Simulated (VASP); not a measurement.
# WS2 in VASP: a series of runs

Runs on WS2. Level: PBE0. Tasks: single point.

All numbers are computed with VASP 6.6.1; they aren't measurements. Logs are shortened: lines on timing, memory, paths and dates and some standing lists are left out, and cuts for length are marked.

### Step 1. Starting point

The cell holds a slab with vacuum, 3 atoms: a = 3.184 Å, b = 3.184 Å, c = 16.951 Å, α = 90.00°, β = 90.00°, γ = 120.00°.

### Step 2. Single point, PBE0

The input, POSCAR:

```
WS2
1.0
    3.1835163552      0.0000000000      0.0000000000
   -1.5917581776      2.7570060369      0.0000000000
    0.0000000000      0.0000000000     16.9505778900
W S
1 2
Direct
    0.0000000000      0.0000000000      0.0000000000
    0.3333333333      0.6666666667      0.0920005100
    0.3333333333      0.6666666667      0.9079994900
```

The input, INCAR.step1:

```
ALGO = Normal
EDIFF = 1E-5
ENCUT = 400
GGA = PE
ISIF = 2
ISMEAR = 0
LASPH = T
LCHARG = F
LREAL = F
LWAVE = T
NBANDS = 21
NELM = 100
NKRED = 1
PREC = Accurate
SIGMA = 0.01
```

The input, INCAR.step2:

```
AEXX = 0.25
ALGO = Normal
EDIFF = 1E-6
ENCUT = 400
GGA = PE
ISIF = 2
ISMEAR = 0
ISTART = 1
LASPH = T
LCHARG = F
LHFCALC = T
LREAL = F
LWAVE = F
NBANDS = 21
NELM = 100
NKRED = 1
PREC = Accurate
PRECFOCK = Fast
SIGMA = 0.01
```

The input, KPOINTS:

```
k-points
0
Gamma
  7 7 2
```

Potentials or basis: VASP PAW PBE potentials, release 64 (W_sv, S).

The run is started by

```
> cat potpaw_PBE.64/W_sv/POTCAR potpaw_PBE.64/S/POTCAR > POTCAR
> cp INCAR.step1 INCAR
> mpirun -np 1 vasp_std > vasp.out
> cp INCAR.step2 INCAR
> mpirun -np 1 vasp_std > vasp.out
```

OUTCAR:

```text
AEXX = 0.25
   EDIFF = 1E-6
   ENCUT = 400
   GGA = PE
   ISIF = 2
   ISMEAR = 0
   ISTART = 1
   LASPH = T
   LHFCALC = T
   LREAL = F
   NELM = 100
   NKRED = 1
   PREC = Accurate
   PRECFOCK = Fast

 Found     16 irreducible k-points:

 Following reciprocal coordinates:
            Coordinates               Weight
  0.000000  0.000000  0.000000      1.000000
  0.142857  0.000000  0.000000      6.000000
  0.285714  0.000000  0.000000      6.000000
  0.428571 -0.000000  0.000000      6.000000
  0.142857  0.142857  0.000000      6.000000
  0.285714  0.142857  0.000000     12.000000
   k-points           NKPTS =     16   k-points in BZ     NKDIM =     98   number of bands    NBANDS=     21
   number of dos      NEDOS =    301   number of ions     NIONS =      3
   total plane-waves  NPLWV =  64512
   dimension x,y,z NGX =    24 NGY =   24 NGZ =  112
   dimension x,y,z NGXF=    48 NGYF=   48 NGZF=  224
   ions per type =               1   2
   NGX,Y,Z   is equivalent  to a cutoff of  12.53, 12.53, 10.98 a.u.
   NGXF,Y,Z  is equivalent  to a cutoff of  25.07, 25.07, 21.97 a.u.
 SYSTEM =  unknown system
   PREC   = accura    normal or accurate (medium, high low for compatibility)
   ISTART =      1    job   : 0-new  1-cont  2-samecut
   ICHARG =      0    charge: 1-file 2-atom 10-const
   ISPIN  =      1    spin polarized calculation?
   LNONCOLLINEAR =      F non collinear calculations
   LSORBIT =      F    spin-orbit coupling
   LASPH  =      T    aspherical Exc in radial PAW
   ENCUT  =  400.0 eV  29.40 Ry    5.42 a.u.   5.19  5.19 27.64*2*pi/ulx,y,z
   NELM   =    100;   NELMIN=  2; NELMDL=  0     # of ELM steps
   EDIFF  = 0.1E-05   stopping-criterion for ELM
   LREAL  =      F    real-space projection
   EDIFFG = 0.1E-04   stopping-criterion for IOM
   NSW    =      0    number of steps for IOM
   IBRION =     -1    ionic relax: 0-MD 1-quasi-New 2-CG
   NFREE  =      0    steps in history (QN), initial steepest desc. (CG)
   ISIF   =      2    stress and relaxation
   ISYM   =      3    0-nonsym 1-usesym 2-fastsym
   POTIM  = 0.5000    time-step for ionic-motion
   TEBEG  =    0.0;   TEEND  =   0.0 temperature during run
   PSTRESS=    0.0 pullay stress
   NELECT =      26.0000    total number of electrons
   NUPDOWN=      -1.0000    fix difference up-down
   EMIN   =  10.00;   EMAX   =-10.00  energy-range for DOS
   EFERMI =   0.00;   METHOD = LEGACY
   ISMEAR =     0;   SIGMA  =   0.01  broadening in eV -4-tet -1-fermi 0-gaus
   EFERMI_NEDOS =   21; number of points for ismear=-14 and -15
   IALGO  =     38    algorithm
   IMIX   =      1    mixing-type and parameters
     AMIX     =   0.40;   BMIX     =  1.00
     AMIX_MAG =   1.60;   BMIX_MAG =  1.00
  volume/ion in A,a.u.               =      49.59       334.66
  Fermi-wavevector in a.u.,A,eV,Ry     =   0.915285  1.729637 11.398226  0.837746
  Thomas-Fermi vector in A             =   2.040009
   LORBIT       =      0    0 simple, 1 ext, 2 COOP (PROOUT), +10 PAW based schemes
   GGA     = PE    functional components
   LHFCALC =     T    Hartree Fock is set to
   PRECFOCK=fast      Normal, Fast or Accurate (Low or Medium for compatibility)
   ENCUT4O =  -1.0   cutoff for four orbital integrals eV
   NKREDX  =     1    reduce k-point grid by
   NKREDY  =     1    reduce k-point grid by
   NKREDZ  =     1    reduce k-point grid by
   AEXX    =    0.2500 exact exchange contribution
   HFSCREEN=    0.0000 screening length (either q_TF or 0.3 A-1)
   HFSCREENC=   0.0000 screening length for correlation (either q_TF or 0.3 A-1)
   ENCUTFOCK=  -1.0 apply spherical cutoff to Coloumb kernel
   IVDW    =     0    specifies the selected vdW correction
   LEPSILON=     F    determine dielectric tensor
   LRPA    =     F    only Hartree local field effects (RPA)
 non-spin polarized calculation
 Gauss-broadening in eV      SIGMA  =   0.01
  energy-cutoff  :      400.00
  volume of cell :      148.77
 maximum number of plane-waves:      2721
 NGX is ok and might be reduce to    24
  NGX = 12; NGY = 12; NGZ = 64

 number of electron      25.9999995 magnetization

 Free energy of the ion-electron system (eV)
  ---------------------------------------------------
  ext. energy  EPLUGINS =         0.00000000
  ---------------------------------------------------
  free energy    TOTEN  =       -30.35557279 eV

  energy without entropy =      -30.35557279  energy(sigma->0) =      -30.35557279

 E-fermi :  -1.7448     XC(G=0):  -3.5012

 val. band max:       -2.0000648107   @ k =   0.0000   0.0000   0.0000
 cond. band min:       1.4045828306   @ k =   0.2857   0.2857   0.5000
 fundamental gap:      3.4046476413
 Fermi energy:        -1.7448329669

 k-point     1 :       0.0000    0.0000    0.0000
  band No.  band energies     occupation
      1     -80.0750      2.00000
      2     -42.8502      2.00000
      3     -42.6646      2.00000
      4     -42.6646      2.00000
      5     -18.4771      2.00000
      6     -16.6505      2.00000
[... 13 lines left out ...]
     20       4.9501      0.00000
     21       5.8426      0.00000

 k-point     2 :       0.1429    0.0000    0.0000
  band No.  band energies     occupation
      1     -80.0709      2.00000
      2     -42.8360      2.00000
      3     -42.7442      2.00000
      4     -42.6831      2.00000
      5     -18.1150      2.00000
      6     -16.5221      2.00000
[... 13 lines left out ...]
     20       5.9485      0.00000
     21       6.6880      0.00000

 k-point     3 :       0.2857    0.0000    0.0000
  band No.  band energies     occupation
      1     -80.0616      2.00000
      2     -42.9197      2.00000
      3     -42.8035      2.00000
      4     -42.7245      2.00000
      5     -17.2006      2.00000
      6     -16.2027      2.00000
[... 13 lines left out ...]
     20       6.8559      0.00000
     21       7.5600      0.00000

 k-point     4 :       0.4286   -0.0000    0.0000
  band No.  band energies     occupation
      1     -80.0542      2.00000
      2     -43.0575      2.00000
      3     -42.7773      2.00000
      4     -42.7577      2.00000
      5     -16.2982      2.00000
      6     -15.9049      2.00000
[... 13 lines left out ...]
     20       7.2645      0.00000
     21       8.2919      0.00000

 k-point     5 :       0.1429    0.1429    0.0000
  band No.  band energies     occupation
      1     -80.0642      2.00000
      2     -42.8603      2.00000
      3     -42.8127      2.00000
      4     -42.7243      2.00000
      5     -17.4726      2.00000
      6     -16.2945      2.00000
[... 13 lines left out ...]
     20       6.8144      0.00000
     21       8.1141      0.00000

 k-point     6 :       0.2857    0.1429    0.0000
  band No.  band energies     occupation
      1     -80.0559      2.00000
      2     -42.9938      2.00000
      3     -42.7841      2.00000
      4     -42.7833      2.00000
      5     -16.5286      2.00000
      6     -15.9640      2.00000
[... 13 lines left out ...]
     20       7.1925      0.00000
     21       8.0468      0.00000

 [... further k-points ...]

------------------------ aborting loop because EDIFF is reached ----------------------------------------

  FORCE on cell =-STRESS in cart. coord.  units (eV):
  Direction    XX          YY          ZZ          XY          YZ          ZX
  --------------------------------------------------------------------------------------
  -------------------------------------------------------------------------------------
  Total       -1.2734637     -1.2734637     -0.8902419      0.0000000     -0.0000000     -0.0000000
  in kB      -13.7141168    -13.7141168     -9.5871454      0.0000000     -0.0000000     -0.0000000
  external PRESSURE =     -12.3384597 kB  Pullay stress =       0.0000000 kB

 VOLUME and BASIS-vectors are now :
 -----------------------------------------------------------------------------
  energy-cutoff  :      400.00
  volume of cell :      148.77
      direct lattice vectors                 reciprocal lattice vectors
     3.183516355  0.000000000  0.000000000     0.314118066  0.181356150  0.000000000
    -1.591758178  2.757006037  0.000000000     0.000000000  0.362712300  0.000000000
     0.000000000  0.000000000 16.950577890     0.000000000  0.000000000  0.058995039

 POSITION                                       TOTAL-FORCE (eV/Angst)
 -----------------------------------------------------------------------------------
      0.00000      0.00000      0.00000         0.000000     -0.000000      0.000000
     -0.00000      1.83800      1.55946        -0.000000      0.000000     -0.269236
     -0.00000      1.83800     15.39112        -0.000000      0.000000      0.269236
 -----------------------------------------------------------------------------------
    total drift:                               -0.000004      0.000002     -0.000001

  FREE ENERGIE OF THE ION-ELECTRON SYSTEM (eV)
  ---------------------------------------------------
  free  energy   TOTEN  =       -30.3555727898 eV

  energy  without entropy=      -30.3555727898  energy(sigma->0) =      -30.35557279
```

Wall time 15 min (1 thread of Intel Xeon 6975P-C (Granite Rapids), shared host); peak memory 0.27 GiB.

These settings aren't checked as converged: the numbers below hold their error.

What came out:

- Free energy: -30.3556 eV
- Largest force: 0.269 eV/Å
- Band gap on the k mesh: 3.40 eV, indirect (least direct gap 3.68 eV)

Caveat: the PAW data sets were made with another functional, which shifts forces and pressure a little; spin-orbit coupling is left out, which moves the levels of the heavy elements.

### Step 3. Single point, PBE0

POSCAR is that of step 2.

The input, INCAR.step1:

```
PREC = Accurate
ENCUT = 350
EDIFF = 1E-5
ISMEAR = 0
SIGMA = 0.01
LREAL = F
LASPH = T
NELM = 100
ALGO = Normal
ISIF = 2
LWAVE = T
LCHARG = F
NBANDS = 21
NKRED = 1
GGA = PE
```

The input, INCAR.step2:

```
PREC = Accurate
ENCUT = 350
EDIFF = 1E-6
ISMEAR = 0
SIGMA = 0.01
LREAL = F
LASPH = T
NELM = 100
ALGO = Normal
ISIF = 2
LWAVE = F
LCHARG = F
GGA = PE
LHFCALC = T
AEXX = 0.25
PRECFOCK = Fast
NBANDS = 21
NKRED = 1
ISTART = 1
```

The input, KPOINTS:

```
Automatic mesh
0
Gamma
  4 4 1
```

Potentials or basis: VASP PAW PBE potentials, release 64 (W_sv, S).

The run is started by

```
> cat potpaw_PBE.64/W_sv/POTCAR potpaw_PBE.64/S/POTCAR > POTCAR
> cp INCAR.step1 INCAR
> mpirun -np 1 vasp_std > vasp.out
> cp INCAR.step2 INCAR
> mpirun -np 1 vasp_std > vasp.out
```

OUTCAR:

```text
PREC = Accurate
   ENCUT = 350
   EDIFF = 1E-6
   ISMEAR = 0
   LREAL = F
   LASPH = T
   NELM = 100
   ISIF = 2
   GGA = PE
   LHFCALC = T
   AEXX = 0.25
   PRECFOCK = Fast
   NKRED = 1
   ISTART = 1

 Found      4 irreducible k-points:

 Following reciprocal coordinates:
            Coordinates               Weight
  0.000000  0.000000  0.000000      1.000000
  0.250000  0.000000  0.000000      6.000000
  0.500000  0.000000  0.000000      3.000000
  0.250000  0.250000  0.000000      6.000000
   k-points           NKPTS =      4   k-points in BZ     NKDIM =     16   number of bands    NBANDS=     21
   number of dos      NEDOS =    301   number of ions     NIONS =      3
   total plane-waves  NPLWV =  43200
   dimension x,y,z NGX =    20 NGY =   20 NGZ =  108
   dimension x,y,z NGXF=    40 NGYF=   40 NGZF=  216
   ions per type =               1   2
   NGX,Y,Z   is equivalent  to a cutoff of  10.44, 10.44, 10.59 a.u.
   NGXF,Y,Z  is equivalent  to a cutoff of  20.89, 20.89, 21.18 a.u.
 SYSTEM =  unknown system
   PREC   = accura    normal or accurate (medium, high low for compatibility)
   ISTART =      1    job   : 0-new  1-cont  2-samecut
   ICHARG =      0    charge: 1-file 2-atom 10-const
   ISPIN  =      1    spin polarized calculation?
   LNONCOLLINEAR =      F non collinear calculations
   LSORBIT =      F    spin-orbit coupling
   LASPH  =      T    aspherical Exc in radial PAW
   ENCUT  =  350.0 eV  25.72 Ry    5.07 a.u.   4.86  4.86 25.86*2*pi/ulx,y,z
   NELM   =    100;   NELMIN=  2; NELMDL=  0     # of ELM steps
   EDIFF  = 0.1E-05   stopping-criterion for ELM
   LREAL  =      F    real-space projection
   EDIFFG = 0.1E-04   stopping-criterion for IOM
   NSW    =      0    number of steps for IOM
   IBRION =     -1    ionic relax: 0-MD 1-quasi-New 2-CG
   NFREE  =      0    steps in history (QN), initial steepest desc. (CG)
   ISIF   =      2    stress and relaxation
   ISYM   =      3    0-nonsym 1-usesym 2-fastsym
   POTIM  = 0.5000    time-step for ionic-motion
   TEBEG  =    0.0;   TEEND  =   0.0 temperature during run
   PSTRESS=    0.0 pullay stress
   NELECT =      26.0000    total number of electrons
   NUPDOWN=      -1.0000    fix difference up-down
   EMIN   =  10.00;   EMAX   =-10.00  energy-range for DOS
   EFERMI =   0.00;   METHOD = LEGACY
   ISMEAR =     0;   SIGMA  =   0.01  broadening in eV -4-tet -1-fermi 0-gaus
   EFERMI_NEDOS =   21; number of points for ismear=-14 and -15
   IALGO  =     38    algorithm
   IMIX   =      1    mixing-type and parameters
     AMIX     =   0.40;   BMIX     =  1.00
     AMIX_MAG =   1.60;   BMIX_MAG =  1.00
  volume/ion in A,a.u.               =      49.59       334.66
  Fermi-wavevector in a.u.,A,eV,Ry     =   0.915285  1.729637 11.398226  0.837746
  Thomas-Fermi vector in A             =   2.040009
   LORBIT       =      0    0 simple, 1 ext, 2 COOP (PROOUT), +10 PAW based schemes
   GGA     = PE    functional components
   LHFCALC =     T    Hartree Fock is set to
   PRECFOCK=fast      Normal, Fast or Accurate (Low or Medium for compatibility)
   ENCUT4O =  -1.0   cutoff for four orbital integrals eV
   NKREDX  =     1    reduce k-point grid by
   NKREDY  =     1    reduce k-point grid by
   NKREDZ  =     1    reduce k-point grid by
   AEXX    =    0.2500 exact exchange contribution
   HFSCREEN=    0.0000 screening length (either q_TF or 0.3 A-1)
   HFSCREENC=   0.0000 screening length for correlation (either q_TF or 0.3 A-1)
   ENCUTFOCK=  -1.0 apply spherical cutoff to Coloumb kernel
   IVDW    =     0    specifies the selected vdW correction
   LEPSILON=     F    determine dielectric tensor
   LRPA    =     F    only Hartree local field effects (RPA)
 non-spin polarized calculation
 Gauss-broadening in eV      SIGMA  =   0.01
  energy-cutoff  :      350.00
  volume of cell :      148.77
 maximum number of plane-waves:      2224
 NGX is ok and might be reduce to    20
  NGX = 12; NGY = 12; NGZ = 64

 number of electron      26.0000002 magnetization

 Free energy of the ion-electron system (eV)
  ---------------------------------------------------
  ext. energy  EPLUGINS =         0.00000000
  ---------------------------------------------------
  free energy    TOTEN  =       -30.48303728 eV

  energy without entropy =      -30.48303728  energy(sigma->0) =      -30.48303728

 E-fermi :  -1.7337     XC(G=0):  -3.4993

 val. band max:       -1.9921777752   @ k =   0.0000   0.0000   0.0000
 cond. band min:       1.7587824665   @ k =   0.2500   0.0000   0.0000
 fundamental gap:      3.7509602417
 Fermi energy:        -1.7336527994

 k-point     1 :       0.0000    0.0000    0.0000
  band No.  band energies     occupation
      1     -80.0405      2.00000
      2     -42.8172      2.00000
      3     -42.6326      2.00000
      4     -42.6326      2.00000
      5     -18.4655      2.00000
      6     -16.6424      2.00000
[... 85 lines left out ...]
     20       7.9172      0.00000
     21       8.2368      0.00000

------------------------ aborting loop because EDIFF is reached ----------------------------------------

  FORCE on cell =-STRESS in cart. coord.  units (eV):
  Direction    XX          YY          ZZ          XY          YZ          ZX
  --------------------------------------------------------------------------------------
  -------------------------------------------------------------------------------------
  Total       -1.4370884     -1.4370884     -1.1740677     -0.0000000      0.0000000     -0.0000000
  in kB      -15.4762149    -15.4762149    -12.6437072     -0.0000000      0.0000000     -0.0000000
  external PRESSURE =     -14.5320457 kB  Pullay stress =       0.0000000 kB

 VOLUME and BASIS-vectors are now :
 -----------------------------------------------------------------------------
  energy-cutoff  :      350.00
  volume of cell :      148.77
      direct lattice vectors                 reciprocal lattice vectors
     3.183516355  0.000000000  0.000000000     0.314118066  0.181356150  0.000000000
    -1.591758178  2.757006037  0.000000000     0.000000000  0.362712300  0.000000000
     0.000000000  0.000000000 16.950577890     0.000000000  0.000000000  0.058995039

 POSITION                                       TOTAL-FORCE (eV/Angst)
 -----------------------------------------------------------------------------------
      0.00000      0.00000      0.00000        -0.000000     -0.000000      0.000000
     -0.00000      1.83800      1.55946         0.000000      0.000000     -0.326990
     -0.00000      1.83800     15.39112        -0.000000      0.000000      0.326990
 -----------------------------------------------------------------------------------
    total drift:                               -0.000015      0.000008     -0.000000

  FREE ENERGIE OF THE ION-ELECTRON SYSTEM (eV)
  ---------------------------------------------------
  free  energy   TOTEN  =       -30.4830372773 eV

  energy  without entropy=      -30.4830372773  energy(sigma->0) =      -30.48303728
```

OSZICAR.step1:

```text
N       E                     dE             d eps       ncg     rms          rms(c)
DAV:   1     0.154755306801E+03    0.15476E+03   -0.10162E+04   200   0.793E+02
DAV:   2    -0.135618184345E+02   -0.16832E+03   -0.16433E+03   222   0.229E+02
DAV:   3    -0.248528580520E+02   -0.11291E+02   -0.11163E+02   193   0.579E+01
[... 11 lines left out ...]
DAV:  15    -0.237224202594E+02   -0.47490E-04   -0.24399E-05   175   0.208E-02    0.177E-02
DAV:  16    -0.237224654129E+02   -0.45153E-04   -0.10548E-05   180   0.121E-02    0.967E-03
DAV:  17    -0.237225054856E+02   -0.40073E-04   -0.43443E-06   151   0.106E-02    0.765E-03
DAV:  18    -0.237225382598E+02   -0.32774E-04   -0.17128E-06   146   0.481E-03    0.594E-03
DAV:  19    -0.237225481844E+02   -0.99246E-05   -0.54978E-07   140   0.244E-03
   1 F= -.23722548E+02 E0= -.23722548E+02  d E =0.000000E+00
```

It took 54 s on 1 thread of AMD EPYC 9R45 (Zen 5), shared host; peak memory 0.16 GiB.

These settings aren't checked as converged: the numbers below hold their error.

What came out:

- Free energy: -30.4830 eV
- Largest force: 0.327 eV/Å
- Band gap on the k mesh: 3.75 eV, indirect (least direct gap 4.39 eV)

Caveat: the k mesh is coarse (spacing up to 0.57 Å⁻¹), so the values aren't converged, least of all with exact exchange; the PAW data sets were made with another functional, which shifts forces and pressure a little; spin-orbit coupling is left out, which moves the levels of the heavy elements.

[end of part 1 of 2]
